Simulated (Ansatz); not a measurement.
**TaSi2 under strain: Electric field gradients**

The cell is a COD entry, relaxed with PBE at fixed cell and then changed (z stretched by 2 %, ions relaxed).

```yaml
crystal:
  lattice:
    - [4.78390, 0.00000, 0.00000]
    - [-2.39195, 4.14298, 0.00000]
    - [0.00000, 0.00000, 6.70140]
  atoms:
    - { symbol: Ta, position: [0.50000, 0.00000, 0.00000] }
    - { symbol: Ta, position: [0.50000, 0.50000, 0.66667] }
    - { symbol: Ta, position: [0.00000, 0.50000, 0.33333] }
    - { symbol: Si, position: [0.15953, 0.31907, 0.00000] }
    - { symbol: Si, position: [0.84047, 0.15953, 0.66667] }
    - { symbol: Si, position: [0.68093, 0.84047, 0.33333] }
    - { symbol: Si, position: [0.84047, 0.68093, 0.00000] }
    - { symbol: Si, position: [0.15953, 0.84047, 0.66667] }
    - { symbol: Si, position: [0.31907, 0.15953, 0.33333] }
```

Atom numbers follow the list; atoms alike are taken as one site, whose name carries the number of the first.

Computed with Ansatz: DFT, PBE, plane waves and PAW, scalar-relativistic, 420 eV cutoff, Γ-centred 11×11×7 k-points, Fermi–Dirac smearing 0.05 eV.

Conventions: |V_zz| ≥ |V_yy| ≥ |V_xx|, η = (V_xx − V_yy)/V_zz, C_Q = eQV_zz/h.

¹⁸¹Ta: I = 7/2, Q = 3170 mb. Q values from Pyykkö, Mol. Phys. 116, 1328 (2018).

| site | atoms (order as listed) | first shell | V_zz (10²¹ V/m²) | η | C_Q (MHz) |
| --- | --- | --- | --- | --- | --- |
| Ta | 1, 2, 3 | 10 Si at 2.64–2.82 Å, 4 Ta at 3.27 Å | -7.93 | 0.02 | -608 |
| Si | 4, 5, 6, 7, 8, 9 | 5 Si at 2.60–2.82 Å, 5 Ta at 2.64–2.82 Å; also 2 Si at 3.20 Å | -2.42 | 0.66 | – |

Si has no stable isotope with a ground-state quadrupole moment in the table, so no C_Q is given.

The run finds no gap above 0.1 eV (a metal, or nearly one), so the gradients can move by 10 % or more with the k-mesh. Without spin–orbit coupling the gradients at and beside Ta can be off by some per cent, at some sites by more. With these PAW files V_zz is typically within 2 to 3 % of all-electron values, but misses above 10 % occur on Ta.
